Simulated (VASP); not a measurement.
# AlN: NMR shieldings, part 2 of 4

Aim: NMR shielding tensors and field gradients of AlN. The cell is of the wurtzite type, one of the forms listed for this formula, which need not be the common one. The start is a cell from a database of measured crystal structures.

VASP 6.6.1, plane waves and PAW; the level of theory is named at each step.

So far. Step 2 (Ground state): The cell has a gap of 4.22 eV on this mesh and a pressure of +3.5 GPa, which holds the misfit of the given cell and coordinates with this functional, and any error of cutoff, mesh and data sets. Forces of up to 0.13 eV/Å remain in these settings.

The database entry behind the starting cell differs from later determinations by our own check (inner coordinate u about 0.002 short), so it need not match the best structure at ambient conditions.

## 3. Shielding tensors

This step: chemical shifts by linear response (GIPAW), PBE; plane waves and PAW (Al, N) (VASP 6.6.1).

LCHIMAG computes the induced currents by linear response. It needs tightly converged orbitals and a cutoff well above the default; LEFG adds the field gradients at no cost.

INCAR reads:

```
SYSTEM = AlN
PREC = Accurate
ENCUT = 560
EDIFF = 1E-09
NELM = 100
ISMEAR = 0
SIGMA = 0.01
LREAL = .FALSE.
ALGO = Normal
GGA = PE
NBANDS = 14
LWAVE = .FALSE.
LCHARG = .FALSE.
KPAR = 2
LCHIMAG = .TRUE.
LEFG = .TRUE.
DQ = 0.001
ICHIBARE = 1
LNMR_SYM_RED = .TRUE.
```

POSCAR reads:

```
AlN
1.0
    3.1130000000      0.0000000000      0.0000000000
   -1.5565000000      2.6959370820      0.0000000000
    0.0000000000      0.0000000000      4.9810000000
Al N
2 2
Direct
    0.6666666667      0.3333333333      0.5000000000
    0.3333333333      0.6666666667      0.0000000000
    0.6666666667      0.3333333333      0.8800000000
    0.3333333333      0.6666666667      0.3800000000
```

KPOINTS reads:

```
Automatic mesh
0
Gamma
7 7 4
0 0 0
```

Potentials, in the order of the species: Al and N (PBE family, release 64).

Run with:

```console
> mpirun -np 2 vasp_std
```

What it wrote:

```text
[... set-up lines as in an earlier step ...]
 entering main loop
       N       E                     dE             d eps       ncg     rms          rms(c)
DAV:   1     0.484309086501E+02    0.48431E+02   -0.79079E+03   672   0.110E+03
DAV:   2    -0.303226181202E+02   -0.78754E+02   -0.72561E+02   964   0.212E+02
DAV:   3    -0.344883437380E+02   -0.41657E+01   -0.41477E+01   900   0.522E+01
DAV:   4    -0.345182832508E+02   -0.29940E-01   -0.29933E-01   756   0.494E+00
DAV:   5    -0.345186560211E+02   -0.37277E-03   -0.37276E-03   906   0.556E-01    0.122E+01
DAV:   6    -0.297449592930E+02    0.47737E+01   -0.13185E+01   840   0.277E+01    0.422E+00
DAV:   7    -0.297838943053E+02   -0.38935E-01   -0.89191E-01   738   0.651E+00    0.293E+00
DAV:   8    -0.297778619054E+02    0.60324E-02   -0.85229E-02   774   0.282E+00    0.553E-01
DAV:   9    -0.297710453060E+02    0.68166E-02   -0.22881E-02   888   0.111E+00    0.249E-01
DAV:  10    -0.297717190481E+02   -0.67374E-03   -0.30302E-03   798   0.385E-01    0.157E-01
DAV:  11    -0.297715914226E+02    0.12763E-03   -0.33298E-04   858   0.145E-01    0.360E-02
DAV:  12    -0.297715940433E+02   -0.26207E-05   -0.16178E-05   810   0.357E-02    0.933E-03
DAV:  13    -0.297715941793E+02   -0.13595E-06   -0.60314E-06   870   0.194E-02    0.616E-03
DAV:  14    -0.297715941678E+02    0.11512E-07   -0.49776E-07   834   0.631E-03    0.182E-03
DAV:  15    -0.297715941935E+02   -0.25699E-07   -0.64575E-08   894   0.202E-03    0.156E-04
DAV:  16    -0.297715941860E+02    0.74821E-08   -0.19192E-09   604   0.390E-04    0.173E-04
DAV:  17    -0.297715941867E+02   -0.75067E-09   -0.31134E-10   540   0.223E-04
ion   1
     0.0000000     0.0000000     0.0000000    -0.1206410    -0.0000000    -0.0000000
     0.0000349     0.0000000     0.0000000    -0.1206410    -0.0000000    -0.0000000
     0.0000480     0.0000000     0.0000000    -0.1206410    -0.0000000    -0.0000000
     0.0000661     0.0000000     0.0000000    -0.1206410    -0.0000000    -0.0000000
     0.0000910     0.0000000     0.0000000    -0.1206410    -0.0000000    -0.0000000

     0.0000000     0.0000000     0.0000000    -1.9107623    -0.0000000    -0.0000000
     0.0000349     0.0000000     0.0000000    -1.9107597    -0.0000000    -0.0000000
     0.0000480     0.0000000     0.0000000    -1.9107581    -0.0000000    -0.0000000
     0.0000661     0.0000000     0.0000000    -1.9107554    -0.0000000    -0.0000000
     0.0000910     0.0000000     0.0000000    -1.9107509    -0.0000000    -0.0000000

ion   2
     0.0000000     0.0000000     0.0000000    -0.1206410     0.0000000    -0.0000000
     0.0000349     0.0000000     0.0000000    -0.1206410     0.0000000    -0.0000000
     0.0000480     0.0000000     0.0000000    -0.1206410     0.0000000    -0.0000000
     0.0000661     0.0000000     0.0000000    -0.1206410     0.0000000    -0.0000000
     0.0000910     0.0000000     0.0000000    -0.1206410     0.0000000    -0.0000000

     0.0000000     0.0000000     0.0000000    -1.9107623     0.0000000    -0.0000000
     0.0000349     0.0000000     0.0000000    -1.9107597     0.0000000    -0.0000000
     0.0000480     0.0000000     0.0000000    -1.9107581     0.0000000    -0.0000000
     0.0000661     0.0000000     0.0000000    -1.9107554     0.0000000    -0.0000000
     0.0000910     0.0000000     0.0000000    -1.9107509     0.0000000    -0.0000000

ion   3
     0.0000000     0.0000000    -0.0000000     0.0915737     0.0000000    -0.0000000
     0.0000281     0.0000000    -0.0000000     0.0915737     0.0000000    -0.0000000
     0.0000381     0.0000000    -0.0000000     0.0915737     0.0000000    -0.0000000
     0.0000517     0.0000000    -0.0000000     0.0915737     0.0000000    -0.0000000
     0.0000701     0.0000000    -0.0000000     0.0915737     0.0000000    -0.0000000

     0.0000000     0.0000000    -0.0000000     0.3210300     0.0000000    -0.0000000
     0.0000281     0.0000000    -0.0000000     0.3210300     0.0000000    -0.0000000
     0.0000381     0.0000000    -0.0000000     0.3210299     0.0000000    -0.0000000
     0.0000517     0.0000000    -0.0000000     0.3210298     0.0000000    -0.0000000
     0.0000701     0.0000000    -0.0000000     0.3210297     0.0000000    -0.0000000

ion   4
     0.0000000     0.0000000    -0.0000000     0.0915737     0.0000000    -0.0000000
     0.0000281     0.0000000    -0.0000000     0.0915737     0.0000000    -0.0000000
     0.0000381     0.0000000    -0.0000000     0.0915737     0.0000000    -0.0000000
     0.0000517     0.0000000    -0.0000000     0.0915737     0.0000000    -0.0000000
     0.0000701     0.0000000    -0.0000000     0.0915737     0.0000000    -0.0000000

     0.0000000     0.0000000    -0.0000000     0.3210300     0.0000000    -0.0000000
     0.0000281     0.0000000    -0.0000000     0.3210300     0.0000000    -0.0000000
     0.0000381     0.0000000    -0.0000000     0.3210299     0.0000000    -0.0000000
     0.0000517     0.0000000    -0.0000000     0.3210298     0.0000000    -0.0000000
     0.0000701     0.0000000    -0.0000000     0.3210297     0.0000000    -0.0000000

   1 F= -.29771594E+02 E0= -.29771594E+02  d E =-.154889E-23
DAV:   1     0.143139439802E+02    0.14314E+02   -0.44462E-11   450   0.293E-05
DAV:   2     0.143139439802E+02    0.10317E-10   -0.21536E-12   456   0.103E-05
BDIR= 1  IDIR= 2  IQ= -1
DAV:   1     0.286692633623E+02    0.28669E+02   -0.97901E-03  1506   0.712E-01
DAV:   2     0.286692188519E+02   -0.44510E-04   -0.44510E-04  1692   0.163E-01
DAV:   3     0.286692186167E+02   -0.23514E-06   -0.23512E-06  1752   0.135E-02
DAV:   4     0.286692186129E+02   -0.38328E-08   -0.38166E-08  1704   0.177E-03
DAV:   5     0.286692186128E+02   -0.52616E-10   -0.74409E-10  1316   0.260E-04
       N       E                     dE             d eps       ncg     rms
RMM:   1    -0.548125938569E+02   -0.54813E+02   -0.10941E+02  2589   0.479E+01
RMM:   2    -0.569428720710E+02   -0.21303E+01   -0.36691E+00  2774   0.733E+00
RMM:   3    -0.570517806761E+02   -0.10891E+00   -0.95088E-02  2825   0.117E+00
RMM:   4    -0.570557672104E+02   -0.39865E-02   -0.76079E-03  2829   0.260E-01
RMM:   5    -0.570561282773E+02   -0.36107E-03   -0.42941E-04  2852   0.593E-02
RMM:   6    -0.570561493209E+02   -0.21044E-04   -0.44619E-05  2865   0.156E-02
RMM:   7    -0.570561514641E+02   -0.21432E-05   -0.24181E-06  2800   0.390E-03
RMM:   8    -0.570561515892E+02   -0.12511E-06   -0.27608E-07  2439   0.108E-03
RMM:   9    -0.570561516033E+02   -0.14142E-07   -0.15727E-08  2082   0.300E-04
RMM:  10    -0.570561516042E+02   -0.84227E-09   -0.19132E-09  1961   0.107E-04
BDIR= 1  IDIR= 2  IQ=  0
DAV:   1     0.286278921294E+02    0.28628E+02   -0.74933E-11   906   0.720E-05
[...]
N       E                     dE             d eps       ncg     rms
RMM:   1    -0.549844128840E+02   -0.54984E+02   -0.10621E+02  2608   0.481E+01
RMM:   2    -0.569791738337E+02   -0.19948E+01   -0.35909E+00  2803   0.756E+00
RMM:   3    -0.570851751155E+02   -0.10600E+00   -0.94825E-02  2811   0.122E+00
RMM:   4    -0.570896748117E+02   -0.44997E-02   -0.83490E-03  2827   0.291E-01
RMM:   5    -0.570901088759E+02   -0.43406E-03   -0.53897E-04  2840   0.696E-02
RMM:   6    -0.570901400426E+02   -0.31167E-04   -0.64959E-05  2860   0.195E-02
RMM:   7    -0.570901434721E+02   -0.34295E-05   -0.43126E-06  2798   0.510E-03
RMM:   8    -0.570901437405E+02   -0.26839E-06   -0.60326E-07  2482   0.151E-03
RMM:   9    -0.570901437691E+02   -0.28591E-07   -0.36108E-08  2095   0.410E-04
RMM:  10    -0.570901437713E+02   -0.22558E-08   -0.46216E-09  1960   0.143E-04
RMM:  11    -0.570901437716E+02   -0.27424E-09   -0.35615E-10  1788   0.640E-05
BDIR= 3  IDIR= 1  IQ=  0
DAV:   1     0.286278921294E+02    0.28628E+02   -0.74904E-11   906   0.720E-05
DAV:   2     0.286278921294E+02    0.12676E-10   -0.54971E-12   906   0.254E-05
       N       E                     dE             d eps       ncg     rms
RMM:   1    -0.550282022595E+02   -0.55028E+02   -0.10641E+02  2609   0.481E+01
RMM:   2    -0.570265030066E+02   -0.19983E+01   -0.35896E+00  2802   0.756E+00
RMM:   3    -0.571327411080E+02   -0.10624E+00   -0.95034E-02  2809   0.122E+00
RMM:   4    -0.571372463817E+02   -0.45053E-02   -0.83455E-03  2821   0.291E-01
RMM:   5    -0.571376800098E+02   -0.43363E-03   -0.53840E-04  2815   0.695E-02
RMM:   6    -0.571377110903E+02   -0.31081E-04   -0.64534E-05  2831   0.194E-02
RMM:   7    -0.571377145017E+02   -0.34113E-05   -0.42996E-06  2756   0.508E-03
RMM:   8    -0.571377147687E+02   -0.26704E-06   -0.59627E-07  2423   0.150E-03
RMM:   9    -0.571377147972E+02   -0.28462E-07   -0.36121E-08  2044   0.409E-04
RMM:  10    -0.571377147994E+02   -0.22501E-08   -0.45340E-09  1927   0.143E-04
RMM:  11    -0.571377147997E+02   -0.28000E-09   -0.36095E-10  1728   0.648E-05
BDIR= 3  IDIR= 1  IQ=  1
DAV:   1     0.286252751014E+02    0.28625E+02   -0.97782E-03  1512   0.712E-01
DAV:   2     0.286252304300E+02   -0.44671E-04   -0.44671E-04  1686   0.163E-01
DAV:   3     0.286252301953E+02   -0.23470E-06   -0.23468E-06  1734   0.134E-02
DAV:   4     0.286252301915E+02   -0.37713E-08   -0.37537E-08  1704   0.173E-03
DAV:   5     0.286252301915E+02   -0.35811E-10   -0.72541E-10  1382   0.253E-04
       N       E                     dE             d eps       ncg     rms
RMM:   1    -0.550720860854E+02   -0.55072E+02   -0.10661E+02  2609   0.481E+01
RMM:   2    -0.570733740929E+02   -0.20013E+01   -0.35874E+00  2802   0.756E+00
RMM:   3    -0.571798121292E+02   -0.10644E+00   -0.95199E-02  2809   0.122E+00
RMM:   4    -0.571843216702E+02   -0.45095E-02   -0.83417E-03  2827   0.292E-01
RMM:   5    -0.571847549906E+02   -0.43332E-03   -0.53848E-04  2840   0.696E-02
RMM:   6    -0.571847860008E+02   -0.31010E-04   -0.64145E-05  2861   0.194E-02
RMM:   7    -0.571847893961E+02   -0.33953E-05   -0.42892E-06  2798   0.509E-03
RMM:   8    -0.571847896620E+02   -0.26588E-06   -0.58980E-07  2481   0.150E-03
RMM:   9    -0.571847896904E+02   -0.28360E-07   -0.36162E-08  2093   0.410E-04
RMM:  10    -0.571847896926E+02   -0.22538E-08   -0.45251E-09  1952   0.143E-04
RMM:  11    -0.571847896929E+02   -0.27917E-09   -0.36190E-10  1794   0.649E-05
BDIR= 3  IDIR= 2  IQ= -1
DAV:   1     0.286692633623E+02    0.28669E+02   -0.97901E-03  1506   0.712E-01
DAV:   2     0.286692188518E+02   -0.44510E-04   -0.44510E-04  1692   0.163E-01
DAV:   3     0.286692186167E+02   -0.23511E-06   -0.23512E-06  1752   0.135E-02
DAV:   4     0.286692186129E+02   -0.38213E-08   -0.38166E-08  1704   0.177E-03
DAV:   5     0.286692186128E+02   -0.70152E-10   -0.74423E-10  1316   0.260E-04
       N       E                     dE             d eps       ncg     rms
RMM:   1    -0.549817900923E+02   -0.54982E+02   -0.10597E+02  2560   0.482E+01
RMM:   2    -0.570142708672E+02   -0.20325E+01   -0.37400E+00  2738   0.768E+00
RMM:   3    -0.571265288984E+02   -0.11226E+00   -0.96578E-02  2737   0.124E+00
RMM:   4    -0.571311459935E+02   -0.46171E-02   -0.87489E-03  2761   0.298E-01
RMM:   5    -0.571315995821E+02   -0.45359E-03   -0.55336E-04  2744   0.712E-02
RMM:   6    -0.571316319337E+02   -0.32352E-04   -0.68049E-05  2770   0.200E-02
RMM:   7    -0.571316355554E+02   -0.36217E-05   -0.44902E-06  2652   0.526E-03
RMM:   8    -0.571316358389E+02   -0.28350E-06   -0.64536E-07  2341   0.157E-03
RMM:   9    -0.571316358692E+02   -0.30293E-07   -0.37450E-08  1991   0.422E-04
RMM:  10    -0.571316358716E+02   -0.23658E-08   -0.48397E-09  1835   0.147E-04
RMM:  11    -0.571316358719E+02   -0.30490E-09   -0.38606E-10  1662   0.662E-05
BDIR= 3  IDIR= 2  IQ=  0
DAV:   1     0.286278921294E+02    0.28628E+02   -0.74920E-11   906   0.720E-05
DAV:   2     0.286278921294E+02   -0.15064E-11   -0.52602E-12   906   0.254E-05
       N       E                     dE             d eps       ncg     rms
RMM:   1    -0.549884191493E+02   -0.54988E+02   -0.10602E+02  2558   0.482E+01
RMM:   2    -0.570205900448E+02   -0.20322E+01   -0.37328E+00  2740   0.768E+00
RMM:   3    -0.571326267499E+02   -0.11204E+00   -0.96357E-02  2738   0.124E+00
RMM:   4    -0.571372274884E+02   -0.46007E-02   -0.87043E-03  2755   0.297E-01
RMM:   5    -0.571376786578E+02   -0.45117E-03   -0.55060E-04  2744   0.710E-02
RMM:   6    -0.571377107932E+02   -0.32135E-04   -0.67412E-05  2764   0.200E-02
RMM:   7    -0.571377143857E+02   -0.35925E-05   -0.44574E-06  2649   0.524E-03
RMM:   8    -0.571377146667E+02   -0.28100E-06   -0.63758E-07  2333   0.156E-03
RMM:   9    -0.571377146967E+02   -0.30035E-07   -0.37189E-08  1987   0.420E-04
RMM:  10    -0.571377146991E+02   -0.23484E-08   -0.47963E-09  1825   0.146E-04
RMM:  11    -0.571377146994E+02   -0.30151E-09   -0.38175E-10  1644   0.660E-05
BDIR= 3  IDIR= 2  IQ=  1
DAV:   1     0.285866073014E+02    0.28587E+02   -0.97794E-03  1506   0.712E-01
DAV:   2     0.285865628515E+02   -0.44450E-04   -0.44450E-04  1692   0.162E-01
DAV:   3     0.285865626173E+02   -0.23419E-06   -0.23419E-06  1734   0.135E-02
DAV:   4     0.285865626135E+02   -0.37717E-08   -0.37788E-08  1704   0.176E-03
DAV:   5     0.285865626134E+02   -0.84295E-10   -0.73373E-10  1310   0.259E-04
       N       E                     dE             d eps       ncg     rms
RMM:   1    -0.549952759324E+02   -0.54995E+02   -0.10605E+02  2557   0.482E+01
RMM:   2    -0.570264796081E+02   -0.20312E+01   -0.37247E+00  2739   0.768E+00
RMM:   3    -0.571382325512E+02   -0.11175E+00   -0.96064E-02  2738   0.124E+00
RMM:   4    -0.571428115741E+02   -0.45790E-02   -0.86352E-03  2758   0.297E-01
RMM:   5    -0.571432619488E+02   -0.45037E-03   -0.54953E-04  2745   0.712E-02
RMM:   6    -0.571432939856E+02   -0.32037E-04   -0.67238E-05  2770   0.200E-02
RMM:   7    -0.571432975502E+02   -0.35645E-05   -0.44224E-06  2653   0.522E-03
RMM:   8    -0.571432978286E+02   -0.27841E-06   -0.62966E-07  2339   0.155E-03
RMM:   9    -0.571432978583E+02   -0.29780E-07   -0.36940E-08  1987   0.418E-04
RMM:  10    -0.571432978607E+02   -0.23332E-08   -0.47599E-09  1834   0.146E-04
RMM:  11    -0.571432978610E+02   -0.29861E-09   -0.37812E-10  1659   0.660E-05
       N       E                     dE             d eps       ncg     rms
RLQ:   1    -0.308628596368E+00   -0.30863E+00   -0.23976E-01  1693   0.871E+00
RLQ:   2    -0.373648599366E+00   -0.65020E-01   -0.61965E-02  2512   0.922E-01
RLQ:   3    -0.375130996585E+00   -0.14824E-02   -0.21426E-03  2482   0.157E-01
RLQ:   4    -0.375225031914E+00   -0.94035E-04   -0.17926E-04  2530   0.294E-02
RLQ:   5    -0.375233028399E+00   -0.79965E-05   -0.13727E-05  2317   0.771E-03
RLQ:   6    -0.375233715711E+00   -0.68731E-06   -0.13383E-06  2139   0.192E-03
RLQ:   7    -0.375233782967E+00   -0.67257E-07   -0.12363E-07  1737   0.580E-04
RLQ:   8    -0.375233789350E+00   -0.63823E-08   -0.12330E-08  1565   0.175E-04
RLQ:   9    -0.375233789978E+00   -0.62839E-09   -0.10536E-09  1397   0.754E-05
```

Run time: 4.2 min. Hardware: 2 MPI ranks of Intel Xeon Platinum 8375C at 2.90GHz (Ice Lake), shared host; peak memory 0.56 GiB.

Parts of OUTCAR (step 3):

```text
 Found     24 irreducible k-points:

   k-points           NKPTS =     24   k-points in BZ     NKDIM =     24   number of bands    NBANDS=     14

   ENCUT  =  560.0 eV  41.16 Ry    6.42 a.u.   6.01  6.01  9.61*2*pi/ulx,y,z

   NELECT =      16.0000    total number of electrons

  Total        0.7454438      0.7454438      1.1745574      0.0000000      0.0000000      0.0000000
  in kB       28.5706452     28.5706452     45.0172966      0.0000000      0.0000000      0.0000000
  external PRESSURE =      34.0528623 kB  Pullay stress =       0.0000000 kB

  energy-cutoff  :      560.00
  volume of cell :       41.80
      direct lattice vectors                 reciprocal lattice vectors
     3.113000000  0.000000000  0.000000000     0.321233537  0.185464269  0.000000000
    -1.556500000  2.695937082  0.000000000     0.000000000  0.370928538  0.000000000
     0.000000000  0.000000000  4.981000000     0.000000000  0.000000000  0.200762899

 POSITION                                       TOTAL-FORCE (eV/Angst)
 -----------------------------------------------------------------------------------
      1.55650      0.89865      2.49050        -0.000000      0.000000     -0.129137
     -0.00000      1.79729      0.00000         0.000000     -0.000000     -0.129137
      1.55650      0.89865      4.38328         0.000000      0.000000      0.129137
     -0.00000      1.79729      1.89278        -0.000000     -0.000000      0.129137
 -----------------------------------------------------------------------------------
    total drift:                               -0.000000     -0.000000      0.000396

 Electric field gradients after diagonalization (V/A^2)
 (convention: |V_zz| > |V_xx| > |V_yy|)
----------------------------------------------------------------------
 ion       V_xx      V_yy      V_zz     asymmetry (V_yy - V_xx)/ V_zz
----------------------------------------------------------------------
   1      -1.307    -1.307     2.613       0.000
   2      -1.307    -1.307     2.613       0.000
   3       0.211     0.211    -0.422       0.001
   4       0.211     0.211    -0.422       0.001
----------------------------------------------------------------------

  ORBITAL MAGNETIC SUSCEPTIBILITY, excluding core contribution
 -------------------------------------------------------------
  Approximate magnetic susceptibility, pGv (10^-6 cm^3/mole)
     1        -28.157286          0.000000          0.000000
     2          0.000000        -27.920849          0.000000
     3          0.000000          0.000000        -32.032347
 -------------------------------------------------------------
  Approximate magnetic susceptibility, vGv (10^-6 cm^3/mole)
     1        -25.202913          0.000000          0.000000
     2          0.000000        -24.759792          0.000000
     3          0.000000          0.000000        -27.968131

  CSA tensor (J. Mason, Solid State Nucl. Magn. Reson. 2, 285 (1993))
  for chemical shielding  (including the isotropic core contribution)

  BDIR labels direction of applied magnetic field (i.e. B0)
  For BDIR==1, B0 along x-axis, etc.
  Induced field listed along cartesian directions for each BDIR
 ------------------------------------------------------------------------------------------
                 EXCLUDING G=0 CONTRIBUTION              INCLUDING G=0 CONTRIBUTION
 ------------------------------------------------------------------------------------------
  ion  BDIR            X           Y           Z                X           Y           Z
          (   iso_shield        span        skew ) (   iso_shield        span        skew )
 ------------------------------------------------------------------------------------------
    1     1     444.5220      0.0000      0.0000         455.9412      0.0000      0.0000
          2       0.0000    444.5220      0.0017           0.0000    455.8626      0.0017
          3       0.0000      0.0030    431.0949           0.0000      0.0030    443.8036
          (     440.0463     13.4272     -1.0000 ) (     451.8691     12.1376     -0.9870 )

    2     1     444.5220      0.0000      0.0000         455.9412      0.0000      0.0000
          2       0.0000    444.5220     -0.0017           0.0000    455.8626     -0.0017
          3       0.0000     -0.0030    431.0949           0.0000     -0.0030    443.8036
          (     440.0463     13.4272     -1.0000 ) (     451.8691     12.1376     -0.9870 )

    3     1     113.0170      0.0000      0.0000         124.4362      0.0000      0.0000
          2       0.0000    113.0181     -0.0006           0.0000    124.3586     -0.0006
          3       0.0000      0.0007    121.6270           0.0000      0.0007    134.3358
          (     115.8874      8.6100      0.9998 ) (     127.7102      9.9771      0.9844 )

    4     1     113.0170      0.0000      0.0000         124.4362      0.0000      0.0000
          2       0.0000    113.0181      0.0006           0.0000    124.3586      0.0006
          3       0.0000     -0.0007    121.6270           0.0000     -0.0007    134.3358
          (     115.8874      8.6100      0.9998 ) (     127.7102      9.9771      0.9844 )
 ------------------------------------------------------------------------------------------

[... 5 parts as in an earlier step ...]

[... 2 further parts left out ...]
```

The atoms bear forces, and field gradients depend strongly on their positions.

Numbers from this step:

```
Fermi energy : 6.188 eV
pressure     : 3.405 GPa
```

Valence and core; the G = 0 term is that of a spherical sample. NMR shielding, by row:

```
atom  isotropic shielding (ppm)  span (ppm)    skew  isotropic shielding without the G = 0 term (ppm)
 Al1                      451.9       12.14  -0.987                                               440
 Al2                      451.9       12.14  -0.987                                               440
  N3                      127.7       9.977  0.9844                                             115.9
  N4                      127.7       9.977  0.9844                                             115.9
```

(Continued in part 3 of 4.)

[Lines on the potential files, build, host, timing and source positions are cut from VASP's logs without a mark.]

[Logs are printed without paths, hosts, clocks, repeated set-up lines and the standing remarks that a program may print on its own settings, such as how far it seeks lower states.]

[Hosts, paths, dates, database ids (printed as entryN), source tags and the programs' standing remarks are cut or masked in the printed files.]
